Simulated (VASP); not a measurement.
# BeTe: band structure with PBE

Crystal: BeTe.

```
Te Be
1.0
     0.00000    2.77000    2.77000
     2.77000    0.00000    2.77000
     2.77000    2.77000    0.00000
Te Be
1 1
Direct
  0.75000 0.75000 0.75000
  0.00000 0.00000 0.00000
```

```json
{
  "Program": "VASP 6.6.1",
  "Task": "band structure",
  "Functional": "PBE",
  "Potentials or basis": "VASP PAW PBE potentials, release 64 (Te_GW, Be_sv_GW)",
  "Cutoff": "600 eV",
  "k mesh": "8 × 8 × 8",
  "Occupations": "fermi-dirac, width 0.05 eV",
  "Spin": "no spin polarisation",
  "Further INCAR settings": "ALGO = Fast; EDIFF = 1e-07; NBANDS = 12"
}
```

The band gap on the k mesh is 1.85 eV, indirect (least direct gap 3.57 eV) and the band gap along the path is 1.85 eV, indirect (least direct gap 3.57 eV).

Levels at the corners of the path, in eV from the valence-band top:
| point | band 2 | band 3 | band 4 | band 5 | band 6 | band 7 | band 8 | band 9 |
| --- | --- | --- | --- | --- | --- | --- | --- | --- |
| Γ | -12.63 | 0.00 | 0.00 | 0.00 | 3.57 | 3.57 | 3.57 | 4.20 |
| X | -10.62 | -5.38 | -2.84 | -2.84 | 1.85 | 2.60 | 10.06 | 10.06 |
| X | -10.62 | -5.38 | -2.84 | -2.84 | 1.85 | 2.60 | 10.06 | 10.06 |
| W | -10.58 | -4.80 | -3.96 | -3.45 | 5.32 | 5.53 | 5.67 | 6.41 |
| W | -10.58 | -4.80 | -3.96 | -3.45 | 5.32 | 5.53 | 5.67 | 6.41 |
| K | -10.64 | -5.00 | -4.16 | -2.40 | 2.63 | 5.31 | 8.09 | 8.46 |
| K | -10.64 | -5.00 | -4.16 | -2.40 | 2.63 | 5.31 | 8.09 | 8.46 |
| Γ | -12.63 | 0.00 | 0.00 | 0.00 | 3.57 | 3.57 | 3.57 | 4.20 |
| Γ | -12.63 | 0.00 | 0.00 | 0.00 | 3.57 | 3.57 | 3.57 | 4.20 |
| L | -11.16 | -5.86 | -1.22 | -1.22 | 3.22 | 4.58 | 4.58 | 7.80 |
| L | -11.16 | -5.86 | -1.22 | -1.22 | 3.22 | 4.58 | 4.58 | 7.80 |
| U | -10.64 | -5.00 | -4.16 | -2.40 | 2.63 | 5.31 | 8.09 | 8.46 |
| U | -10.64 | -5.00 | -4.16 | -2.40 | 2.63 | 5.31 | 8.09 | 8.46 |
| W | -10.58 | -4.80 | -3.96 | -3.45 | 5.32 | 5.53 | 5.67 | 6.41 |
| W | -10.58 | -4.80 | -3.96 | -3.45 | 5.32 | 5.53 | 5.67 | 6.41 |
| L | -11.16 | -5.86 | -1.22 | -1.22 | 3.22 | 4.58 | 4.58 | 7.80 |
| L | -11.16 | -5.86 | -1.22 | -1.22 | 3.22 | 4.58 | 4.58 | 7.80 |
| K | -10.64 | -5.00 | -4.16 | -2.40 | 2.63 | 5.31 | 8.09 | 8.46 |
| U | -10.64 | -5.00 | -4.16 | -2.40 | 2.63 | 5.31 | 8.09 | 8.46 |
| X | -10.62 | -5.38 | -2.84 | -2.84 | 1.85 | 2.60 | 10.06 | 10.06 |

Wall time 97 s on 1 thread of AMD EPYC 7R13 Processor (Zen 3), with other jobs on the host, peak memory 0.26 GiB.

Caveat: the log is that of the step along the path at fixed density, whose energy, stress, charges and moments have no meaning; spin-orbit coupling is left out, which moves the levels of the heavy elements. A hybrid or GW would open this gap; PBE tends to underestimate it.
